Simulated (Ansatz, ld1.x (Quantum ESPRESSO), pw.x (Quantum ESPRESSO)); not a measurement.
From atom to crystal: TM potential for scandium

Sc (Z = 21), norm-conserving Troullier–Martins (Kleinman–Bylander form), made with ld1.x (Quantum ESPRESSO) 7.5 (PBE, scalar-relativistic). Core [Ar], reference 3d1 4s2 4p0. Waves: 4p (bound, empty): rc 4.20 bohr; 3d (bound): rc 1.70 bohr; 4f channel at 0.45 Ry: rc 4.25 bohr; 4s (bound): rc 2.15 bohr. Local part: the s channel. Core correction: Bessel-smoothed model core inside 1.15 bohr.

Crystal test: fcc Sc in pw.x 7.5, no spin, 12³ k-points, Fermi–Dirac smearing 0.01 Ry, cutoffs 85/340 Ry. The reference is all-electron LAPW (Ansatz 0.2.0) with the same functional, mesh and smearing; V0 and B0 come from Birch–Murnaghan fits to the pressures at five volumes. Errors are pseudo minus all-electron; Δ is the rms difference of the E(V) curves that follow from these fits, minima aligned, over ±6 % about the mean V0. Mesh and smearing are coarse, so the numbers serve the comparison and aren't converged zero-temperature values; the lattice is a test structure that the element need not adopt.

| V (Å³/atom) | P all-electron (GPa) | P pseudo (GPa) |
| --- | --- | --- |
| 23.612 | 2.83 | 4.56 |
| 24.234 | 1.35 | 2.88 |
| 24.855 | 0.01 | 1.37 |
| 25.476 | -1.19 | 0.01 |
| 26.098 | -2.28 | -1.20 |

All-electron: a0 = 4.633 Å (V0 = 24.86 Å³/atom), B0 = 50.8 GPa.

Pseudopotential: mean pressure error (GPa): +1.38; a0 (Å): 4.671; a0 error (%): +0.83; B0 error (%): +3.6; Δ (meV/atom): 7.1. The largest radius (4.25 bohr) exceeds half the bond length (3.10 bohr), so the spheres overlap, which is one possible source of error among others. This is a poor potential for the solid. The logarithmic derivative shows an extra or strongly shifted pseudo pole above the reference energy (s near 1.15 Ry).

Question: At the middle volume, how do free energy and pressure move when the wave cutoff is lowered (ecutrho kept at four times it)?

Answer:

```csv
cutoff (Ry),shift of F (meV/atom),shift of P (GPa)
38,+1438.5,-22.48
51,+267.1,-8.19
68,+12.1,-0.74
```

Input at the middle volume:

```
&control
  calculation='scf', prefix='x', pseudo_dir='./', outdir='./tmp', tstress=.true., disk_io='none'
/
&system
  ibrav=0, nat=1, ntyp=1, ecutwfc=85, ecutrho=340, nbnd=8,
  occupations='smearing', smearing='fd', degauss=0.01
/
&electrons
  conv_thr=1e-09, mixing_beta=0.4, electron_maxstep=70
/
ATOMIC_SPECIES
Sc 1.0 Sc.UPF
CELL_PARAMETERS angstrom
  0.00000000 2.31629884 2.31629884
  2.31629884 0.00000000 2.31629884
  2.31629884 2.31629884 0.00000000
ATOMIC_POSITIONS crystal
Sc 0.0000 0.0000 0.0000
K_POINTS automatic
12 12 12 0 0 0
```

```bash
pw.x < Sc.scf.in > Sc.scf.out
```

Lines of the output:

```
Message from routine setup:
     using ibrav=0 with symmetry is DISCOURAGED, use correct ibrav instead
     lattice parameter (alat)  =       6.1903  a.u.
     unit-cell volume          =     167.7299 (a.u.)^3
     number of electrons       =         3.00
     number of Kohn-Sham states=            8
     kinetic-energy cutoff     =      85.0000  Ry
     charge density cutoff     =     340.0000  Ry
     scf convergence threshold =      1.0E-09
     Exchange-correlation= PBE
     number of k points=    72  Fermi-Dirac smearing, width (Ry)=  0.0100
     iteration #  1     ecut=    85.00 Ry     beta= 0.40
     total energy              =     -18.18058523 Ry
     estimated scf accuracy    <       0.00815130 Ry
     iteration #  2     ecut=    85.00 Ry     beta= 0.40
     total energy              =     -18.18098142 Ry
     estimated scf accuracy    <       0.00096230 Ry
     iteration #  3     ecut=    85.00 Ry     beta= 0.40
     c_bands:  1 eigenvalues not converged
     total energy              =     -18.18123633 Ry
     estimated scf accuracy    <       0.00004823 Ry
     iteration #  4     ecut=    85.00 Ry     beta= 0.40
     c_bands:  2 eigenvalues not converged
     c_bands:  1 eigenvalues not converged
     c_bands:  1 eigenvalues not converged
     c_bands:  1 eigenvalues not converged
     total energy              =     -18.18125368 Ry
     estimated scf accuracy    <       0.00002708 Ry
     iteration #  5     ecut=    85.00 Ry     beta= 0.40
     total energy              =     -18.18126209 Ry
     estimated scf accuracy    <       0.00000371 Ry
     iteration #  6     ecut=    85.00 Ry     beta= 0.40
     total energy              =     -18.18126291 Ry
     estimated scf accuracy    <       0.00000002 Ry
     iteration #  7     ecut=    85.00 Ry     beta= 0.40
     total energy              =     -18.18126299 Ry
     estimated scf accuracy    <       0.00000002 Ry
     iteration #  8     ecut=    85.00 Ry     beta= 0.40
     total energy              =     -18.18126298 Ry
     estimated scf accuracy    <       0.00000002 Ry
     iteration #  9     ecut=    85.00 Ry     beta= 0.40
     the Fermi energy is     5.0689 ev
!    total energy              =     -18.18126299 Ry
     estimated scf accuracy    <          2.5E-11 Ry
     smearing contrib. (-TS)   =      -0.00865706 Ry
     The total energy is F=E-TS. E is the sum of the following terms:
     one-electron contribution =       3.32361293 Ry
     hartree contribution      =       0.04329416 Ry
     xc contribution           =     -16.82599325 Ry
     ewald contribution        =      -4.71351976 Ry
     convergence has been achieved in   9 iterations
          total   stress  (Ry/bohr**3)                   (kbar)     P=       13.69
     Message from routine punch:
     Nothing written, as per user request (disk_io='none')
```

The run at the middle volume (72 k-points, 9 iterations) took about 23 s on one core of a shared host (Neoverse-V1, 32 threads, 247 GiB, load 23).
